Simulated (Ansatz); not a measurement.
## What settings do to one calculation: Zn started in the widest void in wurtzite ZnS, 17 atoms, charge +2

Ansatz (PAW, plane waves), atoms fixed. The base input:

```yaml
crystal:
  lattice:
    - [7.564494, 0.000000, 0.000000]
    - [0.000001, 6.551044, 0.000000]
    - [0.000000, 0.000000, 6.207643]
  atoms:
    - { symbol: Zn, position: [0.998427, 0.332242, 0.990242] }
    - { symbol: Zn, position: [0.495654, 0.337764, 0.997727] }
    - { symbol: Zn, position: [0.248250, 0.828806, 0.002691] }
    - { symbol: Zn, position: [0.745129, 0.836777, 0.999005] }
    - { symbol: Zn, position: [0.251205, 0.173697, 0.489958] }
    - { symbol: Zn, position: [0.007181, 0.661738, 0.508908] }
    - { symbol: Zn, position: [0.754306, 0.152119, 0.497018] }
    - { symbol: Zn, position: [0.497279, 0.666668, 0.503404] }
    - { symbol: Zn, position: [0.821061, 0.539076, 0.690316] }
    - { symbol: S, position: [0.003404, 0.333525, 0.385547] }
    - { symbol: S, position: [0.508193, 0.338883, 0.366127] }
    - { symbol: S, position: [0.248972, 0.834125, 0.362250] }
    - { symbol: S, position: [0.758786, 0.843518, 0.372687] }
    - { symbol: S, position: [0.246324, 0.165119, 0.870236] }
    - { symbol: S, position: [0.001706, 0.675849, 0.879748] }
    - { symbol: S, position: [0.756754, 0.166205, 0.884566] }
    - { symbol: S, position: [0.502236, 0.677358, 0.887616] }
kpoints:
  mp_grid: { grid: [2, 2, 2], shift: [0.5, 0.5, 0.5] }
hamiltonian:
  xc: pbesol
total_charge: 2
scf:
  occupations: { method: fermi_dirac, width: 0.01 }
output:
  forces: true
  eigenvalues: true
  populations: true
  charged_corrections: { epsilon: 8.3 }
```

Command:

```sh
ansatz run in.yaml --threads 7 --pin off --max-ram 13300MiB --runs-dir r --events-out ev --progress --plain
```

It converged in 12 iterations and 5 s of wall time on 7 threads of a Neoverse-V2 processor, on a host shared with other runs; peak host memory 0.98 GiB; largest force component 7.00 eV/Å. The cutoff was the default, 420 eV. The base isn't a converged reference: it has few k points, and its atoms are unrelaxed. Each run below changes the keys shown and caps the iterations.

```
run                                                                          changed         ending  iterations  free energy less the base (meV per atom)  rms change of forces (eV/Å)  change of pressure (GPa)  wall time (s, shared host)
  1                                       xc_grid 3 (2 is the default), max_iter 100      converged          12                                       0.0                        0.000                         –                     4.8 CPU
  2                                                 dr2_threshold 1e-09, max_iter 90      converged          14                                       0.0                        0.000                         –                     6.8 CPU
  3                                            mixing algorithm broyden, max_iter 90      converged          13                                       0.0                        0.000                         –                     5.8 CPU
  4  xc_grid 1 (2 is the default), ecutwfc 400 eV, occupations gaussian, max_iter 50      converged          12                                       0.7                        0.002                         –                     5.4 CPU
  5                                                mixing algorithm msr1, max_iter 4  not converged           –                                         –                            –                         –                           –
  6                                    ecutrho_ratio 1, mixing beta 1.0, max_iter 70      converged          11                                    -733.8                        0.372                         –                     4.5 CPU
  7                                      occupations cold, width 1.0 eV, max_iter 90      converged          21                                       0.0                        0.000                         –                      10 CPU
  8            dispersion rvv10, mixing algorithm broyden, width 1.0 eV, max_iter 60        refused           –                                         –                            –                         –                           –
  9                                                     mixing beta 0.1, max_iter 70      converged          11                                       0.0                        0.000                         –                     3.5 CPU
 10                                                       dispersion d4, max_iter 70      converged          12                                other zero                        0.003                         –                       4 CPU
```

«Other zero»: another functional, charge or dispersion term moves the zero of energy, so the difference says nothing of accuracy.

Q: Which changes leave the result alone, and which of the same physical model moves the forces most?

A: The forces move by under 0.002 eV/Å in runs 1, 2, 3, 4, 7, 9. Run 6 (ecutrho_ratio 1, mixing beta 1.0, max_iter 70) moves them most among the runs with the same functional, charge and dispersion term, by 0.372 eV/Å.

Q: Why did some runs give no result?

A: - run 5: did not converge after 4 iterations: dr2 = 2.03e-2 (threshold 1.00e-7), under the density mixer `msr1`;
- run 8: inconsistent input (hamiltonian.dispersion, hamiltonian.xc): `dispersion: rvv10` has no transferable b for PBE exchange — Sabatini et al. (2013) fitted b=6.3 to rPW86, and the PBE refits of Peng & Perdew (2017) are task-dependent (b=6.6 S22 / b=10.0 layered). …
